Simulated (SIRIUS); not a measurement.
# FeO (Wuestite) (R-3m) in SIRIUS: equation of state, part 2 of 2

SIRIUS 7.12.0. The steps go on from the part before.

### 3 Single point, PBEsol, collinear spin, ferromagnetic start, 9.66 Å³/atom (volume scaled by 0.96)

Input file sirius.json:

```json
{
  "control": {
    "processing_unit": "cpu",
    "verbosity": 2,
    "num_bands_to_print": 19,
    "print_forces": true,
    "print_stress": true
  },
  "parameters": {
    "electronic_structure_method": "pseudopotential",
    "xc_functionals": ["XC_GGA_X_PBE_SOL", "XC_GGA_C_PBE_SOL"],
    "gk_cutoff": 9.5,
    "pw_cutoff": 19.0,
    "ngridk": [11, 11, 11],
    "shiftk": [0, 0, 0],
    "smearing": "fermi_dirac",
    "smearing_width": 0.0018374661,
    "num_bands": 19,
    "num_mag_dims": 1,
    "num_dft_iter": 100,
    "energy_tol": 1e-08,
    "density_tol": 1e-06
  },
  "iterative_solver": {
    "type": "davidson",
    "min_tolerance": 1e-10
  },
  "mixer": {
    "type": "anderson",
    "beta": 0.5,
    "max_history": 8
  },
  "settings": {
    "tol_ne": 1e-10,
    "pseudo_grid_cutoff": 6.5,
    "smooth_initial_mag": true
  },
  "unit_cell": {
    "lattice_vectors": [
      [2.831364896919, 1.634689285512, 4.696961088628],
      [-2.831364896919, 1.634689285512, 4.696961088628],
      [0.0, -3.269378570834, 4.696961088628]
    ],
    "atom_coordinate_units": "lattice",
    "atom_types": ["Fe", "O"],
    "atom_files": {
      "Fe": "Fe.json",
      "O": "O.json"
    },
    "atoms": {
      "Fe": [
        [0.0, 0.0, 0.0, 0.0, 0.0, 3.0]
      ],
      "O": [
        [0.5, 0.5, 0.5, 0.0, 0.0, 0.0]
      ]
    }
  }
}
```

Potentials or basis: PseudoDojo 0.4.1 PBEsol standard (scalar relativistic).

Run with:

```
$ upf_to_json Fe.upf
$ upf_to_json O.upf
$ OMP_NUM_THREADS=4 sirius.scf --input=sirius.json --output=out.json --task=0
```

Output:

```text
[info] SIRIUS version : 7.12.0
[info] number of MPI ranks           : 1
[info] MPI grid                      : 1 1
[info] maximum number of OMP threads : 4
[fft] FFT context for density and potential
[fft] =====================================
[fft]   comm size                             : 1
[fft]   plane wave cutoff                     : 19
[fft]   grid size                             : 40 40 40   total : 64000
[fft]   grid limits                           : -19 20   -19 20   -19 20
[fft]   number of G-vectors within the cutoff : 7551
[fft]   local number of G-vectors             : 7551
[fft]   number of G-shells                    : 1433
[fft] FFT context for coarse grid
[fft] =====================================
[fft]   comm size                             : 1
[fft]   plane wave cutoff                     : 19
[fft]   grid size                             : 40 40 40   total : 64000
[fft]   grid limits                           : -19 20   -19 20   -19 20
[fft]   number of G-vectors within the cutoff : 7551
[fft]   local number of G-vectors             : 7551
[fft]   number of G-shells                    : 1433
[unit cell] lattice vectors
[unit cell]   a1 :       2.8313648969      1.6346892855      4.6969610886
[unit cell]   a2 :      -2.8313648969      1.6346892855      4.6969610886
[unit cell]   a3 :       0.0000000000     -3.2693785708      4.6969610886
[unit cell] reciprocal lattice vectors
[unit cell]   b1 :       1.1095682711      0.6406095400      0.4459042906
[unit cell]   b2 :      -1.1095682711      0.6406095400      0.4459042906
[unit cell]   b3 :       0.0000000000     -1.2812190800      0.4459042907
[unit cell] unit cell volume :       130.43654064 [a.u.^3]
[unit cell] 1/sqrt(omega)    :         0.08755891
[unit cell] MT volume        :         0.00000000 ( 0.00%)
[unit cell] IT volume        :       130.43654064 (100.00%)
[unit cell] number of atom types : 2
[unit cell] type id : 0 symbol : Fe mt_radius :  14.250000 num_atoms : 1
[... 385 lines left out ...]
[find] PAW contribution               :       0.00000000
[find] smearing (-TS)                 :      -0.00039335
[find] SCF correction                 :      -0.00000024
[find] Total energy                   :    -141.68851755 (Ha),    -283.37703510 (Ry)
[find] Free energy (E-TS)             :    -141.68891090 (Ha),    -283.37782180 (Ry)
[find] band gap (eV)                  :       0.00000000
[find] Efermi                         :       0.55981609
[find] iteration : 14, RMS (target) : 4.9473e-07 (1.0000e-06) , energy difference (target) : 2.9769e-10 (1.0000e-08)
[find] bands are converged : true
[find] iterative solver converged : false
[find] converged after 15 SCF iterations!
[find] Charges and magnetic moments
[find] --------------------------------------------------------------------------------
[find] atom                moment                |moment|
[find] --------------------------------------------------------------------------------
[find]    0 [  0.00000,   0.00000,   3.34509]    3.345090
[find]    1 [  0.00000,   0.00000,   0.32349]    0.323486
[find] total charge          : 22.000000
[find] total moment          : [  0.00000,   0.00000,   4.00010], magnitude : 4.000099
[find] Energy
[find] --------------------------------------------------------------------------------
[find] valence_eval_sum               :      -9.38515041
[find] <rho|V^{XC}>                   :     -22.20210409
[find] <rho|E^{XC}>                   :     -21.80007263
[find] <mag|B^{XC}>                   :      -0.28232957
[find] <rho|V^{H}>                    :      73.68622979
[find] one-electron contribution      :     -60.58694654 (Ha),    -121.17389308 (Ry)
[find] hartree contribution           :      36.84311489
[find] xc contribution                :     -21.80007263
[find] ewald contribution             :     -96.14461304
[find] PAW contribution               :       0.00000000
[find] smearing (-TS)                 :      -0.00039335
[find] SCF correction                 :      -0.00000024
[find] Total energy                   :    -141.68851755 (Ha),    -283.37703510 (Ry)
[find] Free energy (E-TS)             :    -141.68891090 (Ha),    -283.37782180 (Ry)
[find] band gap (eV)                  :       0.00000000
[find] Efermi                         :       0.55981609
[ground_state] === stress tensor components [kbar] ===
[ground_state] === stress_kin ===
[ground_state] -103757.847807    0.000000   -0.000000
[ground_state]     0.000000-103757.847802    0.000001
[ground_state]    -0.000000    0.000001-103653.747974
[ground_state] === stress_har ===
[ground_state] -27691.159168    0.000000    0.000000
[ground_state]     0.000000-27691.159167    0.000000
[ground_state]     0.000000    0.000000-27720.293584
[ground_state] === stress_ewald ===
[ground_state] 72329.673196    0.000000    0.000000
[ground_state]     0.00000072329.673192   -0.000001
[ground_state]     0.000000   -0.00000172202.569023
[ground_state] === stress_vloc ===
[ground_state] 27047.967378    0.000000    0.000000
[ground_state]     0.00000027047.967377   -0.000000
[ground_state]     0.000000   -0.00000027159.111059
[ground_state] === stress_xc ===
[ground_state]  1817.175848    0.000000   -0.000000
[ground_state]     0.000000 1817.175848   -0.000000
[ground_state]    -0.000000   -0.000000 1817.421783
[ground_state] === stress_core ===
[ground_state] 12515.965209   -0.000000    0.000000
[ground_state]    -0.00000012515.965208   -0.000000
[ground_state]     0.000000   -0.00000012515.597442
[ground_state] === stress_nonloc ===
[ground_state] 17762.886670   -0.000000    0.000000
[ground_state]    -0.00000017762.886669   -0.000000
[ground_state]     0.000000   -0.00000017713.158714
[ground_state] === stress_us_nl ===
[ground_state] 17762.886670   -0.000000    0.000000
[ground_state]    -0.00000017762.886669   -0.000000
[ground_state]     0.000000   -0.00000017713.158714
[ground_state] === stress_total ===
[ground_state]    24.661325   -0.000000   -0.000000
[ground_state]    -0.000000   24.661325   -0.000000
[ground_state]    -0.000000   -0.000000   33.816462
[ground_state] ==== total Forces in Ha/bohr =====
[ground_state] atom:    0, force:       0.0000000      0.0000000      0.0000000
[... 14 lines left out ...]
[ground_state] atom:    0, force:       0.0000000      0.0000000      0.0000000
[ground_state] atom:    1, force:       0.0000000      0.0000000      0.0000000
[~DFT_ground_state] local op. applied: 173358
[~DFT_ground_state] evp. work count: 38254.5
[~DFT_ground_state] number of iterative solver steps: 7077
```

It took 85 s on 4 threads of Intel Xeon 6975P-C (Granite Rapids), shared host; peak memory 0.79 GiB.

What came out:

```yaml
Free_energy: -3855.5517 eV
Pressure: -2.8 GPa
Band_gap_on_the_k_mesh: none (metal or under the smearing width)
Net_moment: 4.00 μB per cell
Absolute_moment: 4.01 μB per cell
```

Caveat: a cell with one magnetic atom can't hold antiferromagnetic order, which such compounds often take; semilocal functionals often make such compounds metallic where correlation or magnetic order opens a gap, which also shifts bond lengths.

### 4 Single point, PBEsol, collinear spin, ferromagnetic start, 9.87 Å³/atom (volume scaled by 0.98)

Changes to sirius.json since step 3:

```diff
@@ -39,5 +39,5 @@
     "lattice_vectors": [
-      [2.831364896919, 1.634689285512, 4.696961088628],
-      [-2.831364896919, 1.634689285512, 4.696961088628],
-      [0.0, -3.269378570834, 4.696961088628]
+      [2.850892168477, 1.645963360957, 4.729354947333],
+      [-2.850892168477, 1.645963360957, 4.729354947333],
+      [0.0, -3.291926721726, 4.729354947333]
     ],
```

Run with:

```
$ upf_to_json Fe.upf
$ upf_to_json O.upf
$ OMP_NUM_THREADS=4 sirius.scf --input=sirius.json --output=out.json --task=0
```

It took 89 s on 4 threads of Intel Xeon 6975P-C (Granite Rapids), shared host; peak memory 0.81 GiB.

Results (log left out):

- Free energy: -3855.5399 eV
- Pressure: -6.6 GPa
- Band gap on the k mesh: none (metal or under the smearing width)
- Net moment: 4.00 μB per cell
- Absolute moment: 4.01 μB per cell

Caveat: a cell with one magnetic atom can't hold antiferromagnetic order, which such compounds often take; semilocal functionals often make such compounds metallic where correlation or magnetic order opens a gap, which also shifts bond lengths.

### 5 Single point, PBEsol, collinear spin, ferromagnetic start, 10.07 Å³/atom

Changes to sirius.json since step 4:

```diff
@@ -39,5 +39,5 @@
     "lattice_vectors": [
-      [2.850892168477, 1.645963360957, 4.729354947333],
-      [-2.850892168477, 1.645963360957, 4.729354947333],
-      [0.0, -3.291926721726, 4.729354947333]
+      [2.870155537704, 1.657085072321, 4.761311017722],
+      [-2.870155537704, 1.657085072321, 4.761311017722],
+      [0.0, -3.314170144643, 4.761311017722]
     ],
```

Run with:

```
$ upf_to_json Fe.upf
$ upf_to_json O.upf
$ OMP_NUM_THREADS=4 sirius.scf --input=sirius.json --output=out.json --task=0
```

Run time: 83 s. Hardware: 4 threads of Intel Xeon 6975P-C (Granite Rapids), shared host; peak memory 0.82 GiB.

Results (log left out):

```
Free energy            : -3855.5190 eV
Pressure               : -10.1 GPa
Band gap on the k mesh : none (metal or under the smearing width)
Net moment             : 4.00 μB per cell
Absolute moment        : 4.02 μB per cell
```

Caveat: a cell with one magnetic atom can't hold antiferromagnetic order, which such compounds often take; semilocal functionals often make such compounds metallic where correlation or magnetic order opens a gap, which also shifts bond lengths.

### 6 Single point, PBEsol, collinear spin, ferromagnetic start, 10.27 Å³/atom (volume scaled by 1.02)

Changes to sirius.json since step 5:

```diff
@@ -39,5 +39,5 @@
     "lattice_vectors": [
-      [2.870155537704, 1.657085072321, 4.761311017722],
-      [-2.870155537704, 1.657085072321, 4.761311017722],
-      [0.0, -3.314170144643, 4.761311017722]
+      [2.889163744204, 1.66805946555, 4.792843797774],
+      [-2.889163744204, 1.66805946555, 4.792843797774],
+      [0.0, -3.336118930911, 4.792843797774]
     ],
```

Potentials or basis: PseudoDojo 0.4.1 PBEsol standard (scalar relativistic).

Run with:

```
$ upf_to_json Fe.upf
$ upf_to_json O.upf
$ OMP_NUM_THREADS=4 sirius.scf --input=sirius.json --output=out.json --task=0
```

It took 81 s on 4 threads of Intel Xeon 6975P-C (Granite Rapids), shared host; peak memory 0.83 GiB.

It converged, with:

```
Free energy            : -3855.4899 eV
Pressure               : -13.2 GPa
Band gap on the k mesh : none (metal or under the smearing width)
Net moment             : 4.00 μB per cell
Absolute moment        : 4.02 μB per cell
```

Caveat: a cell with one magnetic atom can't hold antiferromagnetic order, which such compounds often take; semilocal functionals often make such compounds metallic where correlation or magnetic order opens a gap, which also shifts bond lengths.

### 7 Single point, PBEsol, collinear spin, ferromagnetic start, 10.47 Å³/atom (volume scaled by 1.04)

Changes to sirius.json since step 6:

```diff
@@ -39,5 +39,5 @@
     "lattice_vectors": [
-      [2.889163744204, 1.66805946555, 4.792843797774],
-      [-2.889163744204, 1.66805946555, 4.792843797774],
-      [0.0, -3.336118930911, 4.792843797774]
+      [2.907925073482, 1.678891323918, 4.823967032034],
+      [-2.907925073482, 1.678891323918, 4.823967032034],
+      [0.0, -3.357782647835, 4.823967032034]
     ],
```

Run with:

```
$ upf_to_json Fe.upf
$ upf_to_json O.upf
$ OMP_NUM_THREADS=4 sirius.scf --input=sirius.json --output=out.json --task=0
```

Run time: 77 s. Hardware: 4 threads of Intel Xeon 6975P-C (Granite Rapids), shared host; peak memory 0.84 GiB.

The run converged. Its results:

| Property | Result |
| --- | --- |
| Free energy | -3855.4534 eV |
| Pressure | -15.9 GPa |
| Band gap on the k mesh | none (metal or under the smearing width) |
| Net moment | 4.00 μB per cell |
| Absolute moment | 4.02 μB per cell |

Caveat: a cell with one magnetic atom can't hold antiferromagnetic order, which such compounds often take; semilocal functionals often make such compounds metallic where correlation or magnetic order opens a gap, which also shifts bond lengths.

### 8 Single point, PBEsol, collinear spin, ferromagnetic start, 10.67 Å³/atom (volume scaled by 1.06)

Changes to sirius.json since step 7:

```diff
@@ -39,5 +39,5 @@
     "lattice_vectors": [
-      [2.907925073482, 1.678891323918, 4.823967032034],
-      [-2.907925073482, 1.678891323918, 4.823967032034],
-      [0.0, -3.357782647835, 4.823967032034]
+      [2.926447388498, 1.689585187492, 4.854693765282],
+      [-2.926447388498, 1.689585187492, 4.854693765282],
+      [0.0, -3.379170375173, 4.854693765282]
     ],
```

Run with:

```
$ upf_to_json Fe.upf
$ upf_to_json O.upf
$ OMP_NUM_THREADS=4 sirius.scf --input=sirius.json --output=out.json --task=0
```

Wall time 64 s (4 threads of Intel Xeon 6975P-C (Granite Rapids), shared host); peak memory 0.85 GiB.

The run converged. Its results:

```
Free energy            : -3855.4105 eV
Pressure               : -18.3 GPa
Band gap on the k mesh : none (metal or under the smearing width)
Net moment             : 4.00 μB per cell
Absolute moment        : 4.02 μB per cell
```

Caveat: a cell with one magnetic atom can't hold antiferromagnetic order, which such compounds often take; semilocal functionals often make such compounds metallic where correlation or magnetic order opens a gap, which also shifts bond lengths.

### 9 Equation of state, PBEsol, collinear spin, ferromagnetic start

Potentials or basis: PseudoDojo 0.4.1 PBEsol standard (scalar relativistic).

This step only gathers the single runs of the series.

What came out:

- Equilibrium volume: 9.54 Å³/atom
- Bulk modulus at fixed shape and positions: 209 GPa
- Pressure derivative of the bulk modulus: 4.5

Energy against volume, from the lowest point:
```csv
volume (Å³/atom),energy (meV/atom)
9.463,0.00
9.664,0.71
9.866,6.59
10.067,17.06
10.268,31.62
10.470,49.84
10.671,71.30
```

Caveat: the cell was scaled at fixed shape and fractional positions, which overstates the stiffness of a crystal with free parameters, most of all of layers and chains.

### 10 How close it comes

Step 9. The cell as given is a measured one (10.07 Å³/atom); PBEsol puts the equilibrium volume -5.3 % from it, thermal expansion not counted.
